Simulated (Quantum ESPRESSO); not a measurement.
A calculation with Quantum ESPRESSO 7.5 of Sb (ASE script, structure from a P1 CIF):

Contents of run.py:

```python
import numpy as np
from ase.calculators.espresso import Espresso, EspressoProfile
from ase.io import read

atoms = read('Sb.cif')

input_data = {
    'control': {'calculation': 'scf', 'prefix': 'pwscf', 'outdir': './tmp', 'tprnfor': True, 'tstress': True, 'disk_io': 'nowf'},
    'system': {'ecutwfc': 45.0, 'ecutrho': 360.0, 'nbnd': 22, 'occupations': 'smearing', 'smearing': 'fd', 'degauss': 0.00367493},
    'electrons': {'conv_thr': 4e-10, 'electron_maxstep': 120, 'mixing_beta': 0.5},
}
pseudopotentials = {'Sb': 'sb_pbesol_v1.4.uspp.F.UPF'}
profile = EspressoProfile(command='mpirun -n 2 pw.x -nk 2', pseudo_dir='pseudo')
dft = Espresso(profile=profile, input_data=input_data, pseudopotentials=pseudopotentials, kpts=(9, 6, 6), koffset=(0, 0, 0))
atoms.calc = dft

print(f'energy {atoms.get_potential_energy():.8f} eV')
print('forces (eV/A)')
print(np.round(atoms.get_forces(), 6))
print('stress (eV/A^3, Voigt)')
print(np.round(atoms.get_stress(), 8))
print(f'Fermi level {dft.get_fermi_level():.4f} eV')
```

Sb.cif

```cif
data_Sb
_cell_length_a 3.12240200
_cell_length_b 4.34751800
_cell_length_c 4.40602386
_cell_angle_alpha 90.00000000
_cell_angle_beta 90.50605587
_cell_angle_gamma 90.00000000
_space_group_name_H-M_alt 'P1'
_space_group_name_Hall 'P 1'
_space_group_IT_number 1
loop_
_space_group_symop_operation_xyz
'x,y,z'
loop_
_atom_site_label
_atom_site_type_symbol
_atom_site_symmetry_multiplicity
_atom_site_Wyckoff_symbol
_atom_site_fract_x
_atom_site_fract_y
_atom_site_fract_z
_atom_site_occupancy
Sb1 Sb 1 a 0.0113890000 0.2500000000 0.2411660000 1
Sb2 Sb 1 a 0.9886110000 0.7500000000 0.7588340000 1
```

Potentials or basis: GBRV 1.5 PBEsol.

Command:

```console
$ OMP_NUM_THREADS=1 python run.py
```

This isn't the form of Sb at room conditions, which is rhombohedral.

**Question.** Write the same calculation in another form: native input, structure typed inline.

**Answer.** As run:

Contents of pw.in:

```
&CONTROL
  calculation = 'scf'
  prefix = 'pwscf'
  outdir = './tmp'
  pseudo_dir = './pseudo'
  tprnfor = .true.
  tstress = .true.
  disk_io = 'low'
/
&SYSTEM
  ibrav = 0
  celldm(1) = 8
  nat = 2
  ntyp = 1
  ecutwfc = 45
  ecutrho = 360
  nbnd = 22
  occupations = 'smearing'
  smearing = 'fd'
  degauss = 0.00367493
/
&ELECTRONS
  conv_thr = 4d-10
  electron_maxstep = 120
  mixing_beta = 0.5
/
ATOMIC_SPECIES
Sb   121.7600 sb_pbesol_v1.4.uspp.F.UPF
CELL_PARAMETERS alat
  0.7375605788730   0.0000000000000   0.0000000000000
  0.0000000000000   1.0269522927351   0.0000000000000
 -0.0091923365175   0.0000000000000   1.0407317032043
ATOMIC_POSITIONS crystal
Sb     0.0113890000    0.2500000000    0.2411660000
Sb     0.9886110000    0.7500000000    0.7588340000
K_POINTS automatic
9 6 6 0 0 0
```

The input pp_density.in:

```
&INPUTPP
  prefix = 'pwscf'
  outdir = './tmp'
  filplot = 'density.dat'
  plot_num = 0
/
&PLOT
  nfile = 1
  filepp(1) = 'density.dat'
  iflag = 3
  output_format = 6
  fileout = 'density.cube'
/
```

File pp_potential.in:

```
&INPUTPP
  prefix = 'pwscf'
  outdir = './tmp'
  filplot = 'potential.dat'
  plot_num = 11
/
&PLOT
  nfile = 1
  filepp(1) = 'potential.dat'
  iflag = 3
  output_format = 6
  fileout = 'potential.cube'
/
```

Potentials or basis: GBRV 1.5 PBEsol.

Run with:

```sh
$ OMP_NUM_THREADS=1 mpirun -n 2 pw.x -nk 2 -in pw.in > pw.out
$ OMP_NUM_THREADS=1 mpirun -n 1 pp.x -in pp_density.in > pp_density.out
$ OMP_NUM_THREADS=1 mpirun -n 1 pp.x -in pp_potential.in > pp_potential.out
```

Both were run:

|  | ASE script, structure from a P1 CIF | native input, structure typed inline |
| --- | --- | --- |
| Pressure | -2.4 GPa | -2.4 GPa |
| Largest force | 0.047 eV/Å | 0.047 eV/Å |
| Band gap on the k mesh | none (metal or under the smearing width) | none (metal or under the smearing width) |

Keys that steer only the numerical path or the files written may differ.
